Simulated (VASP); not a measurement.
Write the native input for VASP 6.6.1 that does the following.

```
Task                   : electric field gradients
Functional             : PBE
Potentials or basis    : VASP PAW PBE potentials, release 64 (Li_sv)
Cutoff                 : 520 eV
k mesh                 : 15 × 15 × 8
Occupations            : fermi-dirac, width 0.08 eV
Spin                   : no spin polarisation
Dipole correction      : no
Further INCAR settings : ALGO = Normal; EDIFF = 1e-08; NBANDS = 10
```

The structure of Li lies in POSCAR:

```
Li
1.0
    3.1587441042      0.0000000000      0.0000000000
   -1.5793720521      2.7355526383      0.0000000000
    0.0000000000      0.0000000000      4.9402100000
Li
2
Direct
    0.3333333333      0.6666666667      0.2500000000
    0.6666666667      0.3333333333      0.7500000000
```

This isn't the form of Li at room conditions, which is bcc.

The cell isn't the ideal one: z stretched by -3 % at fixed volume, PAW files.

These files were run (other wordings do the same):

INCAR

```
PREC = Accurate
ENCUT = 520
EDIFF = 1E-8
ISMEAR = -1
SIGMA = 0.08
LREAL = F
LASPH = T
NELM = 100
ALGO = Normal
ISIF = 2
LWAVE = F
LCHARG = F
GGA = PE
LEFG = T
NBANDS = 10
```

KPOINTS

```
regular mesh
0
Gamma
  15 15 8
```

Potentials or basis: VASP PAW PBE potentials, release 64 (Li_sv).

Launch:

```sh
$ cat potpaw_PBE.64/Li_sv/POTCAR > POTCAR
$ mpirun -np 1 vasp_std > vasp.out
```

Results of the run:

```
Band gap on the k mesh : none (metal or under the smearing width)
```

Run time: 16 s on 1 thread of Intel(R) Xeon(R) 6975P-C (Granite Rapids) (shared host), peak memory 0.17 GiB.
